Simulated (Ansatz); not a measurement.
This script for Ansatz 0.2.0 through its Python package starts 6 runs on PbS, space group R3m. What input does the engine get in each?

The script, `pbs_ecut.py`:
```python
"""Cutoff test for PbS."""

import ansatz as az


def main() -> None:
    lattice = az.Lattice.of(
        (2.11266171, 1.2197458, 3.45191625),
        (-2.11266171, 1.2197458, 3.45191625),
        (0.0, -2.43949161, 3.45191625),
    )
    sites = [
        ("Pb", (0.98056578, 0.98056578, 0.98056578)),
        ("S", (0.47503555, 0.47503555, 0.47503555)),
    ]
    structure = az.Crystal(lattice=lattice)
    for symbol, position in sites:
        structure = structure.atom(symbol, position)

    calculation = (
        structure.calculation()
        .functional("PBEsol")
        .kpoints(6)
        .occupations("Fixed")
        .scf(tolerance=1e-09)
        .band_table()
    )

    rows = []
    for value in [300, 350, 400, 450, 500, 550]:
        rep = calculation.basis(value).run(threads=1, backend="cpu").report
        rows.append((value, rep["free_energy_ev"] / len(rep["lattice"]["sites"]), rep["n_iterations"], rep["gap_by_band_count_ev"], rep["n_pw"]))

    print(" cutoff (eV)   F/atom (eV)    iterations  gap by band count (eV)   plane waves")
    for row in rows:
        print(f"{str(row[0]):>12s}  {row[1]:12.5f}  {row[2]:12d}  {row[3]:22.3f}  {row[4]:12d}")

    # the last row is the reference
    for row in rows[:-1]:
        shift = 1000 * (row[1] - rows[-1][1])
        print(f"{row[0]}: {shift:+.2f} meV/atom" + ("  (within 5 meV)" if abs(shift) < 5 else ""))


if __name__ == "__main__":
    main()
```

Run 1:
```yaml
crystal:
  lattice:
    - [2.11266171, 1.2197458, 3.45191625]
    - [-2.11266171, 1.2197458, 3.45191625]
    - [0.0, -2.43949161, 3.45191625]
  atoms:
    - { symbol: Pb, position: [0.98056578, 0.98056578, 0.98056578] }
    - { symbol: S, position: [0.47503555, 0.47503555, 0.47503555] }
basis:
  ecutwfc: 300.0
kpoints:
  mp_grid:
    grid: [6, 6, 6]
hamiltonian:
  xc: pbesol
scf:
  convergence:
    dr2_threshold: 1.0e-09
  occupations:
    method: fixed
output:
  eigenvalues: true
```

Run 2, against run 1:
```diff
-  ecutwfc: 300.0
+  ecutwfc: 350.0
```

Run 3, against run 1:
```diff
-  ecutwfc: 300.0
+  ecutwfc: 400.0
```

Run 4, against run 1:
```diff
-  ecutwfc: 300.0
+  ecutwfc: 450.0
```

Run 5, against run 1:
```diff
-  ecutwfc: 300.0
+  ecutwfc: 500.0
```

Run 6, against run 1:
```diff
-  ecutwfc: 300.0
+  ecutwfc: 550.0
```

Output of `python pbs_ecut.py`:
```text
DeckWarning: basis.ecutwfc = 300 eV is below the records' recommended 420 eV, and the density's cutoff is lower with it unless basis.ecutrho_ratio is high enough to keep the records' density cutoff: compare with a run at a higher cutoff
DeckWarning: basis.ecutwfc = 350 eV is below the records' recommended 420 eV, and the density's cutoff is lower with it unless basis.ecutrho_ratio is high enough to keep the records' density cutoff: compare with a run at a higher cutoff
DeckWarning: basis.ecutwfc = 400 eV is below the records' recommended 420 eV, and the density's cutoff is lower with it unless basis.ecutrho_ratio is high enough to keep the records' density cutoff: compare with a run at a higher cutoff
 cutoff (eV)   F/atom (eV)    iterations  gap by band count (eV)   plane waves
         300   -6320.43059             8                   0.355           609
         350   -6320.45606             8                   0.350           821
         400   -6320.45714             8                   0.350           941
         450   -6320.45750             8                   0.350          1139
         500   -6320.45765             8                   0.350          1363
         550   -6320.45774             8                   0.350          1471
300: +27.15 meV/atom
350: +1.68 meV/atom  (within 5 meV)
400: +0.59 meV/atom  (within 5 meV)
450: +0.24 meV/atom  (within 5 meV)
500: +0.09 meV/atom  (within 5 meV)
```
(Warnings from the package without file and line.)

From 350 eV on it stays within 5 meV an atom of the value at 550 eV; the first row (300 eV) is off by 27.1 meV and the last but one by 0.09 meV. The energy falls steadily, as expected when plane waves are added.

Spin-orbit coupling, left out here, can change this gap by several tenths of an eV, and inverted bands can meet off the mesh. The structure comes from a database of computed cells and needn't be a stable or known phase. Levels are Kohn-Sham eigenvalues on this mesh, without spin-orbit coupling. Shifts are counted from the last row, which is itself no proven limit. Hardware and time: 13 s on 1 thread of Arm Neoverse V2, with other jobs on the host, peak memory 0.41 GiB.
